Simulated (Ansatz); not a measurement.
# BaO (Fm-3m): a volume series of phonon spectra, part 2 of 4

Wanted: mode Grüneisen parameters of BaO and a free-energy fit over volumes.

Ansatz 0.2.0; DFT LDA, scalar-relativistic, plane waves, PAW; PAW set soft_1.

So far. Step 2 (Probe on a coarse mesh): The start is under -2.8 GPa at this level and looks like an insulator or semiconductor on this mesh. Step 4 (Tight relaxation): The residual pressure is -0.0035 GPa, small enough for phonons.

The database entry behind the starting cell differs from later determinations by our own check (about 0.7 % short), so it need not match the best structure at ambient conditions.

**5. Lattice dynamics at this volume, V/V0 1**

Phonons at this volume give one point of F(V, T); meshes stay fixed along the series.

input.yaml

```yaml
crystal:
  lattice:
    - [0.0, 2.7170914796, 2.7170914796]
    - [2.7170914796, 0.0, 2.7170914796]
    - [2.7170914796, 2.7170914796, 0.0]
  atoms:
    - { symbol: Ba, position: [0.0, 0.0, 0.0] }
    - { symbol: O, position: [0.5, 0.5, 0.5] }
kpoints:
  mp_grid: { grid: [8, 8, 8] }
hamiltonian:
  xc: lda
  pseudopotentials: { kind: paw, azcp: { folder: soft_1 }, xc_functional: pbe }
scf:
  occupations: { method: fixed }
  lower_state_search: "off"
output:
  eigenvalues: true
phonons:
  method: dfpt
  dielectric: true
  rigid_motions: translations
  qmesh: [4, 4, 4]
  temperatures: { t_max: 1000, t_step: 50 }
  qpath:
    path:
      - [[0.0, 0.0, 0.0], [0.5, 0.0, 0.5], [0.625, 0.25, 0.625]]
      - [[0.375, 0.375, 0.75], [0.0, 0.0, 0.0], [0.5, 0.5, 0.5], [0.5, 0.25, 0.75], [0.5, 0.0, 0.5]]
    npoints: 10
```

Run with:

```
$ ansatz run input.yaml --threads 8 --pin off --max-ram 16384MiB --backend cpu --events-out ev --progress --plain --runs-dir out
```

Numbers of over 12 decimals in the logs are rounded to 6 here.

Log:

```text
[...]
Crystal: 2 atoms, lattice volume = 40.118 Å³
Basis set: ecut = 420 eV, 749 PW (Γ), exchange–correlation on 54×54×54 points (8 copies of the dense FFT grid, shifted against one another)
Bands: 12, of which v1, the nominal top of the filled ones, is band 8 counted from 1 (7 counted from 0)
Symmetry: 48 space group operations
k-points: 59 of 512 (irreducible under 8 space group operations, time reversal used)
[...]
SCF iter   1: F=—  HF=-6338.428240 eV  |F-HF|=—  |Δ(HF+E_count)|=         —  Δρ=1.04e-1  dr2=3.76e0  ethr=3.10e-3  ⟨swp⟩=4.4  Hψ=4032  notcnv=0  defer=74
[...]
SCF iter  10: F=-6337.727308 eV  HF=-6337.727308 eV  |F-HF|=9.09e-12  |Δ(HF+E_count)|=  1.24e-10  Δρ=1.52e-7  dr2=1.22e-11  ethr=1.00e-12  ⟨swp⟩=9.3  Hψ=5481  notcnv=0
SCF 1 converged in 10 iterations: F = -6337.727308 eV  dr2 = 1.22e-11
[...]
DFPT response loops at Γ: preconditioner auto → none (the input reference at scf.mixing.eps_inf says where Resta's filter doesn't serve); β = 0.50; Broyden in place of MSR1
NSCF: frozen V_eff on 29 k-points
[...]
DFPT response loops at q = (0, 0, -0.5) (fractional): preconditioner auto → Resta (q_TF=auto, 2.341 Å⁻¹)  ε∞=6.0 (no band partly filled); β = 1.00, the filter's whole step (`scf.mixing.beta` (0.50) is not read by the response loops at its default; to damp them type it under 1.00, their step now; it binds the ground state too); Broyden in place of MSR1
[...]
SCF converged after 10 iterations
Free energy (F): -6337.727308 eV
[...]
Internal energy: -6337.727308 eV  (E = F + TS)
E sigma→0 (E₀):  -6337.727308 eV
Fermi energy:    9.022594 eV
[...]
--- Band table (eV; the first three rows and the last of 59) ---
  k-point 0: bands = [... 4 lower, -1.0786, 8.3796, 8.3796, 8.3796, 12.6194, 13.6561, 13.6561, 13.6561]
  k-point 1: bands = [... 4 lower, -1.0991, 8.0422, 8.1788, 8.1788, 13.2369, 13.4538, 13.9373, 13.9373]
  k-point 2: bands = [... 4 lower, -1.1475, 7.4129, 7.7509, 7.7509, 13.2472, 14.7134, 14.7134, 14.8994]
  k-point 58: bands = [... 4 lower, -1.1359, 7.3860, 8.7524, 8.7524, 13.4028, 13.4028, 16.1711, 18.4421]
--- Phonons (Γ-DFPT): 2 representative perturbations + reference, on 59 of 512 k-points (Σ response iterations 6) ---
  k mesh reduced under 8 symmetry operations, with k and −k counted as one. Each operation leaves every solved perturbation unchanged. A smaller set is not considered because the run solves the response to a homogeneous field
  ASR residual: 1.194e-4 → 0.000e0 eV/Å²; symmetrization residual: 5.396e-7 eV/Å²
  ASR residual per site (eV/Å²): 1.19e-4 8.39e-5
  Γ frequencies (cm⁻¹): 0.00 0.00 0.00 83.23 83.23 83.23
  ε∞ (high-frequency dielectric tensor):
        4.280934    -0.000000     0.000000
        0.000000     4.280934    -0.000000
        0.000000     0.000000     4.280934
  ε⁰ (static dielectric tensor: ions relaxed, cell fixed):
      101.006331     0.000000     0.000000
        0.000000   101.006331     0.000000
        0.000000     0.000000   101.006331
  ε⁰ − ε∞ (ionic part):
       96.725398     0.000000     0.000000
        0.000000    96.725398     0.000000
        0.000000     0.000000    96.725398
  softest optical mode at Γ: 83.23 cm⁻¹; the repairs (sum rule, projections) moved no ω² at Γ by more than (1.22 cm⁻¹)²
  Born effective charges Z* (e; rows j = field, columns β = displacement):
    site 0:
         2.79774    0.00000    0.00000
         0.00000    2.79774    0.00000
         0.00000   -0.00000    2.79774
    site 1:
        -2.79774   -0.00000   -0.00000
        -0.00000   -2.79774   -0.00000
         0.00000    0.00000   -2.79774
  Z* charge neutrality: 7.638e-6 e pre-enforcement
  k-mesh period / interband length: 30.7 Å / 1.47 Å = 20.91 at k = (0.0000, 0.0000, 0.0000), direct gap 4.240 eV — 14 or more, which is no proof of convergence
  optical modes at Γ without the LO–TO term, one row a degenerate level:
      ω (cm⁻¹)  modes    IR ((D/Å)²/amu)
         83.23      3            37.8064
  optical modes at Γ + LO–TO along q̂ = [1.0000, 0.0000, 0.0000]:
      ω (cm⁻¹)  modes    IR ((D/Å)²/amu)
         83.23      2            25.2043
        404.26      1            12.6021
  optical modes at Γ + LO–TO along q̂ = [0.0000, 1.0000, 0.0000]:
      ω (cm⁻¹)  modes    IR ((D/Å)²/amu)
         83.23      2            25.2043
        404.26      1            12.6021
  optical modes at Γ + LO–TO along q̂ = [0.0000, 0.0000, 1.0000]:
      ω (cm⁻¹)  modes    IR ((D/Å)²/amu)
         83.23      2            25.2043
        404.26      1            12.6021
--- Phonons (arbitrary-q DFPT): 8 irreducible q on the 4×4×4 mesh ---
  q = [0.0000, 0.0000, 0.0000] (star 1, of the zone-centre solve; hermiticity 2.96e-6, symmetrization 2.08e-13): -0.00 -0.00 0.00 83.23 83.23 83.23
  q = [0.0000, 0.0000, 0.2500] (star 8, 2 solved perturbations on 288 of 512 k-point pairs; hermiticity 1.34e-7, symmetrization 1.77e-13): 46.58 46.58 111.36 169.35 169.35 397.82
[...]
q = [0.0000, 0.2500, 0.2500] (star 6, 4 solved perturbations in 528 linear systems a pass and spin channel, the states on 164 of 512 k-point pairs; hermiticity 3.75e-8, symmetrization 6.92e-14): 58.31 58.31 114.37 127.32 127.32 337.24
[...]
sum rule: each row above includes the acoustic sum rule's correction from the zone centre's row sums; it moved no ω² by more than (1.19 cm⁻¹)²
  mesh force constants: q→R imaginary residual 8.91e-19; ASR residual 1.194e-4 → 0.000e0 eV/Å²; symmetrization residual 5.329e-15 eV/Å²
  interpolated dispersion: 63 rows × 6 modes
  density of states and harmonic sums: on the 20×20×20 q-mesh, interpolated from the force constants of a 4×4×4 supercell (with the dipole–dipole term)
  largest difference from the sums on the solved wave vectors: F 8.21e-3 eV, S 1.23e-5 and C_V 3.97e-6 eV/K
  zero-point energy: 0.058556 eV/cell   skipped modes (ω ≤ 0): 3   left out of the sums: 6.25e-5 of the cell's modes: C_V's classical limit lies that fraction below 3 k_B per atom; for a crystal, a wire or a layer, F and S can be off by more, and a phonons.interpolated_qmesh denser along its periods is the remedy for the sampling
```

It took 33 s on 8 threads of Arm Neoverse V1, shared host; peak memory 0.92 GiB; 4 min of CPU time.

This step gave:

| Quantity | Value |
| --- | --- |
| Γ frequencies | 0, 0, 0, 83.23, 83.23, 83.23 cm⁻¹ (negative: imaginary) |
| lowest frequency on the path | 0 cm⁻¹ |
| zero-point energy | 0.05856 eV/cell |
| point group | m-3m |
| highest frequency | 404.3 cm⁻¹ |
| Debye temperature from the second moment | 336 K |

LO-TO term included. The phonon branches at the labelled points (cm⁻¹):

| point | branch 1 | branch 2 | branch 3 | branch 4 | branch 5 | branch 6 |
| --- | --- | --- | --- | --- | --- | --- |
| Γ | 0 | 0 | 0 | 83 | 83 | 404 |
| halfway | 58 | 58 | 114 | 127 | 127 | 337 |
| X | 72 | 72 | 116 | 116 | 130 | 155 |
| halfway | 78 | 92 | 130 | 130 | 158 | 171 |
| U | 78 | 116 | 124 | 165 | 166 | 258 |
| jump to K | 78 | 116 | 124 | 165 | 166 | 258 |
| halfway | 51 | 71 | 120 | 156 | 188 | 377 |
| Γ | 0 | 0 | 0 | 83 | 83 | 404 |
| halfway | 47 | 47 | 111 | 169 | 169 | 398 |
| L | 61 | 61 | 162 | 221 | 221 | 389 |
| halfway | 73 | 92 | 146 | 190 | 199 | 335 |
| W | 98 | 115 | 115 | 154 | 154 | 263 |
| halfway | 90 | 92 | 129 | 136 | 159 | 204 |
| X | 72 | 72 | 116 | 116 | 130 | 155 |

The phonon branches as a text plot (rows in cm⁻¹):

```
    396 |****                    *****************
    379 |                       *                 **
    362 |    **                *                    *
    345 |      *             **                      *
    328 |                   *                         *
    312 |                                              *
    295 |       *          *                            *
    278 |
    261 |        *        *                              ***
    244 |                *                                  *
    227 |                                        **          *
    211 |         **    *    ***              ***  ***
    194 |                  **   *            *       ***
    177 |           *  *                    *          **     *
    160 |            *************             ******    ********
    143 |               *   ***  ***       *  *      ***   *** *
    126 |   ****************   ** **      *  *          ** ******
    109 |  *   *    **  *****    *  *    *  *           *****   *
     93 | *  **        *     **      *  *  *          ** ******
     76 |*  *    ************  ** **  **  *        ******      **
     59 |  *   **            *****  *        ********
     42 |   ***                  ***     * **
     25 | **                        **  ***
      8 |**                          ****
         Γ           X  U|K            Γ         L        W     X
```

The phonon density of states has structure finer than the step of the table below, so its rows give means over 20 cm⁻¹, whole bins alone (the curve runs from 2.5 to 402 cm⁻¹). Peaks (cm⁻¹: height): 77.5: 0.0510, 132.5: 0.0607.

Tetrahedra on 20 20 20, mean over bins of 5 cm⁻¹. Table of phonon density of states by wavenumber; means over each step:

| wavenumber (cm⁻¹) | phonon density of states (1/cm⁻¹/cell) |
| --- | --- |
| 20 | 0.00113 |
| 40 | 0.00788 |
| 60 | 0.0324 |
| 80 | 0.0405 |
| 100 | 0.0209 |
| 120 | 0.0234 |
| 140 | 0.0404 |
| 160 | 0.0335 |
| 180 | 0.0246 |
| 200 | 0.0214 |
| 220 | 0.00732 |
| 240 | 0.00204 |
| 260 | 0.00332 |
| 280 | 0.00442 |
| 300 | 0.00500 |
| 320 | 0.00571 |
| 340 | 0.00655 |
| 360 | 0.00751 |
| 380 | 0.00838 |

Harmonic. Thermo, by row:

| T (K) | F_vib (meV/atom) | S (J/mol-atom/K) | C_V (J/mol-atom/K) |
| --- | --- | --- | --- |
| 0 | 29.28 | 0 | 0 |
| 50 | 28.53 | 4.716 | 8.881 |
| 100 | 23.74 | 13.65 | 16.74 |
| 150 | 14.64 | 21.19 | 20.25 |
| 200 | 2.03 | 27.28 | 21.99 |
| 250 | -13.45 | 32.3 | 22.94 |
| 300 | -31.32 | 36.54 | 23.5 |
| 350 | -51.22 | 40.19 | 23.86 |
| 400 | -72.89 | 43.39 | 24.1 |
| 450 | -96.13 | 46.24 | 24.27 |
| 500 | -120.8 | 48.8 | 24.39 |
| 550 | -146.7 | 51.13 | 24.49 |
| 600 | -173.7 | 53.27 | 24.56 |
| 650 | -201.8 | 55.24 | 24.61 |
| 700 | -230.9 | 57.06 | 24.66 |
| 750 | -261 | 58.76 | 24.7 |
| 800 | -291.8 | 60.36 | 24.72 |
| 850 | -323.5 | 61.86 | 24.75 |
| 900 | -355.9 | 63.27 | 24.77 |
| 950 | -389.1 | 64.61 | 24.79 |
| 1000 | -422.9 | 65.89 | 24.8 |

The modes has structure finer than the step of the table below, so its rows give means over 10 cm⁻¹, whole bins alone (the curve runs from -10 to 426 cm⁻¹). Peaks (cm⁻¹: height): Ba 75.0: 0.0474, 132.6: 0.0425; O 165.5: 0.0351, 365.6: 0.0088.

Phonopy on the run's constants, 19x19x19 mesh, Gaussian sigma 3.1 cm⁻¹. The modes by wavenumber; means over each step; values in 1/cm⁻¹/cell:

```
wavenumber (cm⁻¹)       Ba        O
                0   3.5e-5   2.7e-6
               10   1.9e-4   1.5e-5
               20   9.5e-4   5.9e-5
               30  0.00303   1.0e-4
               40  0.00727   1.4e-4
               50   0.0158   2.0e-4
               60   0.0329   3.0e-4
               70   0.0450   7.9e-4
               80   0.0407  0.00113
               90   0.0262   8.7e-4
              100   0.0194  0.00123
              110   0.0149  0.00163
              120   0.0144  0.00514
              130   0.0356   0.0116
              140   0.0241   0.0140
              150   0.0116   0.0202
              160  0.00438   0.0302
              170   4.8e-4   0.0298
              180   1.3e-4   0.0229
              190   1.1e-4   0.0221
              200   6.7e-5   0.0220
              210   4.6e-5   0.0176
              220   3.4e-5  0.00639
              230   5.7e-5  0.00225
              240   3.6e-5  0.00184
              250   4.8e-5  0.00220
              260   5.4e-5  0.00339
              270   5.6e-5  0.00438
              280   5.3e-5  0.00377
              290   7.1e-5  0.00494
              300   6.5e-5  0.00449
              310   9.7e-5  0.00579
              320   8.7e-5  0.00486
              330   1.2e-4  0.00658
              340   1.3e-4  0.00588
              350   1.7e-4  0.00712
              360   2.0e-4  0.00693
              370   2.6e-4  0.00771
              380   3.3e-4  0.00826
              390   4.1e-4  0.00724
              400   3.2e-4  0.00360
              410   3.2e-5   3.0e-4
              420        0        0
```

Born charge (rows field, columns displacement) (e), principal values of the symmetric part by kind of site:

| atom | atoms with these values | low | middle | high | mean |
| --- | --- | --- | --- | --- | --- |
| Ba1 | 1 | 2.80 | 2.80 | 2.80 | 2.80 |
| O2 | 1 | -2.80 | -2.80 | -2.80 | -2.80 |

In full for O2:

```
-2.80  0.00  0.00
 0.00 -2.80  0.00
 0.00  0.00 -2.80
```

ε∞:

```
4.28 0.00 0.00
0.00 4.28 0.00
0.00 0.00 4.28
```

No LO-TO term. Modes at Γ, with each element's share of the kinetic energy:

```csv
mode,frequency (cm⁻¹),symmetry,Ba %,O %
1,0.0,T1u,90,10
2,0.0,T1u,90,10
3,0.0,T1u,90,10
4,83.2,T1u,10,90
5,83.2,T1u,10,90
6,83.2,T1u,10,90
```

Displacements in mode 5 (83.2 cm⁻¹), the largest set to 1:
```
Ba1 -0.10  0.11 -0.12
O2   0.89 -0.97  1.00
```

No mode is imaginary beyond numerical noise at the solved wavevectors.

**6. A cell at another volume, V/V0 1.015**

Symmetry fixes every atom, so a single point at the scaled cell gives the energy and pressure of this member.

The cell differs from the one that the last finished run ended in (a 3.843 → 3.862 Å, b 3.843 → 3.862 Å, c 3.843 → 3.862 Å).

input.yaml, the sections that differ from step 5:

```yaml
crystal:
  lattice:
    - [0.0, 2.7306095702, 2.7306095702]
    - [2.7306095702, 0.0, 2.7306095702]
    - [2.7306095702, 2.7306095702, 0.0]
  atoms:
    - { symbol: Ba, position: [0.0, 0.0, 0.0] }
    - { symbol: O, position: [0.5, 0.5, 0.5] }
output:
  forces: true
  stress: true
  eigenvalues: true
# kpoints, hamiltonian, scf: as in step 5
# phonons: removed
```

Log:

```text
[...]
Crystal: 2 atoms, lattice volume = 40.720 Å³
Basis set: ecut = 420 eV, 821 PW (Γ)
Bands: 12, of which v1, the nominal top of the filled ones, is band 8 counted from 1 (7 counted from 0)
Symmetry: 48 space group operations
[...]
k-points: 29 of 512
[...]
SCF iter   1: F=—  HF=-6338.458780 eV  |F-HF|=—  |Δ(HF+E_count)|=         —  Δρ=1.05e-1  dr2=3.96e0  ethr=3.10e-3  ⟨swp⟩=4.4  Hψ=1964  notcnv=0  defer=34
[...]
SCF iter   9: F=-6337.724974 eV  HF=-6337.724974 eV  |F-HF|=5.44e-9  |Δ(HF+E_count)|=   3.30e-8  Δρ=3.71e-6  dr2=6.85e-9  ethr=5.88e-10  ⟨swp⟩=2.4  Hψ=1133  notcnv=0
SCF 1 converged in 9 iterations: F = -6337.724974 eV  dr2 = 6.85e-9
[...]
SCF converged after 9 iterations
Free energy (F): -6337.724974 eV
[...]
Internal energy: -6337.724974 eV  (E = F + TS)
E sigma→0 (E₀):  -6337.724974 eV
Fermi energy:    8.802106 eV
[...]
--- Stress (GPa, compression-positive) ---
       -1.233841       0.000000      -0.000000
        0.000000      -1.233841       0.000000
       -0.000000      -0.000000      -1.233841
  P = ⅓ Tr σ = -1.2338 GPa (-12.338 kbar)
--- Band table (eV; the first three rows and the last of 29) ---
  k-point 0: bands = [... 4 lower, -1.3197, 8.2065, 8.2065, 8.2065, 12.3364, 13.4523, 13.4523, 13.4523]
  k-point 1: bands = [... 4 lower, -1.3397, 7.8729, 8.0126, 8.0126, 12.9734, 13.2302, 13.7294, 13.7294]
  k-point 2: bands = [... 4 lower, -1.3870, 7.2498, 7.5954, 7.5954, 13.0455, 14.4936, 14.4936, 14.5991]
  k-point 28: bands = [... 4 lower, -1.3789, 7.2335, 8.5443, 8.5443, 13.1975, 13.1975, 15.8871, 18.1775]
```

Run time: 0.97 s. Hardware: 8 threads; peak memory 0.31 GiB; 2.3 s of CPU time.

This step gave:

```
pressure          : -1.234 GPa
gap on the k-mesh : 1.747 eV
volume per atom   : 20.36 Å³/atom
```

At this level the gap is 1.75 eV on the k-mesh of the self-consistent run, which can miss the band edges.

**7. Lattice dynamics at this volume, V/V0 1.015**

The same q-mesh and k-mesh are kept at every volume, so that much of their error can cancel in the differences.

input.yaml, the sections that differ from step 6:

```yaml
output:
  eigenvalues: true
phonons:
  method: dfpt
  dielectric: true
  rigid_motions: translations
  qmesh: [4, 4, 4]
  temperatures: { t_max: 1000, t_step: 50 }
  qpath:
    path:
      - [[0.0, 0.0, 0.0], [0.5, 0.0, 0.5], [0.625, 0.25, 0.625]]
      - [[0.375, 0.375, 0.75], [0.0, 0.0, 0.0], [0.5, 0.5, 0.5], [0.5, 0.25, 0.75], [0.5, 0.0, 0.5]]
    npoints: 10
# crystal, kpoints, hamiltonian, scf: as in step 6
```

Log:

```text
[...]
Crystal: 2 atoms, lattice volume = 40.720 Å³
Basis set: ecut = 420 eV, 821 PW (Γ), exchange–correlation on 54×54×54 points (8 copies of the dense FFT grid, shifted against one another)
Bands: 12, of which v1, the nominal top of the filled ones, is band 8 counted from 1 (7 counted from 0)
Symmetry: 48 space group operations
k-points: 59 of 512 (irreducible under 8 space group operations, time reversal used)
[...]
optical modes at Γ + LO–TO along q̂ = [0.0000, 1.0000, 0.0000]:
      ω (cm⁻¹)  modes    IR ((D/Å)²/amu)
         73.14      2            24.9078
        397.76      1            12.4539
  optical modes at Γ + LO–TO along q̂ = [0.0000, 0.0000, 1.0000]:
      ω (cm⁻¹)  modes    IR ((D/Å)²/amu)
         73.14      2            24.9078
        397.76      1            12.4539
--- Phonons (arbitrary-q DFPT): 8 irreducible q on the 4×4×4 mesh ---
[...]
interpolated dispersion: 63 rows × 6 modes
[...]
[key lines of the parts left out:]
SCF converged after 10 iterations
Free energy (F): -6337.724974 eV
Fermi energy:    8.802171 eV
```

Wall time 34 s (8 threads); peak memory 0.92 GiB.

LO-TO term included. Phonon branches along the path, in cm⁻¹:

| point | branch 1 | branch 2 | branch 3 | branch 4 | branch 5 | branch 6 |
| --- | --- | --- | --- | --- | --- | --- |
| Γ | 0 | 0 | 0 | 73 | 73 | 398 |
| halfway | 59 | 59 | 110 | 119 | 119 | 333 |
| X | 77 | 77 | 107 | 107 | 121 | 162 |
| halfway | 80 | 92 | 122 | 123 | 164 | 166 |
| U | 77 | 114 | 118 | 160 | 166 | 253 |
| jump to K | 77 | 114 | 118 | 160 | 166 | 253 |
| halfway | 48 | 70 | 118 | 149 | 181 | 371 |
| Γ | 0 | 0 | 0 | 73 | 73 | 398 |
| halfway | 44 | 44 | 110 | 162 | 162 | 391 |
| L | 59 | 59 | 160 | 213 | 213 | 382 |
| halfway | 70 | 89 | 143 | 185 | 193 | 329 |
| W | 96 | 112 | 112 | 152 | 152 | 257 |
| halfway | 89 | 93 | 121 | 130 | 163 | 198 |
| X | 77 | 77 | 107 | 107 | 121 | 162 |

The phonon branches as a text plot (rows in cm⁻¹):

```
    390 |****                    *****************
    373 |                       *                 **
    356 |    **                *                    *
    340 |      *             **                      *
    323 |                   *                         *
    307 |                                              *
    290 |       *          *                            *
    273 |
    257 |        *        *                              ***
    240 |                *                                  *
    224 |                                                    *
    207 |         **    *    **                *******
    191 |                   *  *              *      ***
    174 |           *    ***    *            *         **     *
    157 |            *********** *          *  *******   ********
    141 |               *    ** **         *  *       **   ***
    124 |    ****************  ** **      *  *          *   *****
    108 |   *  *  ***** *****    *  *       *           *****  **
     91 |  * **        *     ***         * *          ** ******
     75 |** *   *************   * ** **** *         *****      **
     58 |  *   *             *** *  *         *******
     41 |   ***                 ****     * ***
     25 | **                        **  ***
      8 |**                          ****
         Γ           X  U|K            Γ         L        W     X
```

No mode is imaginary beyond numerical noise at the solved wavevectors. The highest zone-centre mode (no LO–TO term) moved by -12.1 % for a volume change of +1.5 %.

[end of part 2 of 4]

[Logs are printed without paths, hosts, clocks, repeated set-up lines and the standing remarks that a program may print on its own settings, such as how far it seeks lower states.]

[Hosts, paths, dates, database ids (printed as entryN), source tags and the programs' standing remarks are cut or masked in the printed files.]

[A step with changed settings may run another functional than the one named; its input shows which.]

[Of the runs on displaced cells, only some may be shown.]
